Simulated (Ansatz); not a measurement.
FeO:

```
Fe O
1.0
    -1.60210    1.60210    2.08339
     1.60210   -1.60210    2.08339
     1.60210    1.60210   -2.08339
Fe O
1 1
Direct
  0.00000 0.00000 0.00000
  0.50000 0.50000 0.00000
```

The cell comes from a database or a generator and needn't be the stable form of this composition.

Base run:

```yaml
Program: Ansatz 0.2.0
Functional: PBEsol
Potentials_or_basis: Ansatz PAW
Cutoff: 420 eV
Density_cutoff: 1680 eV
k_mesh: 12 × 12 × 12
Occupations: fermi-dirac, width 0.05 eV
Spin: collinear spin, ferromagnetic start
Starting_moments: "[3.0, 0.0] μB"
```

Its results: band gap on the k mesh none (metal or under the smearing width); pressure -16.1 GPa; net moment 4.00 μB per cell; site moments Fe +3.39; O +0.31 μB.

Problem. The run is repeated on the same cell with these changes: functional from PBEsol to r2SCAN; cutoff from 420 eV to 500 eV; density cutoff from 1680 eV to 2000 eV. What comes out?

Solution. Band gap on the k mesh none (metal or under the smearing width); pressure -12.2 GPa; net moment 4.00 μB per cell; site moments Fe +3.46; O +0.28 μB.

Caveats: a cell with one magnetic atom can't hold antiferromagnetic order, which such compounds often take; semilocal functionals often make such compounds metallic where correlation or magnetic order opens a gap, which also shifts bond lengths; the PAW data sets come from PBE, with cores solved anew for the run's functional, which leaves a small shift of forces and pressure; the magnetic or orbital state may not be the lowest (some runs).

Not every run made on this cell is shown here.
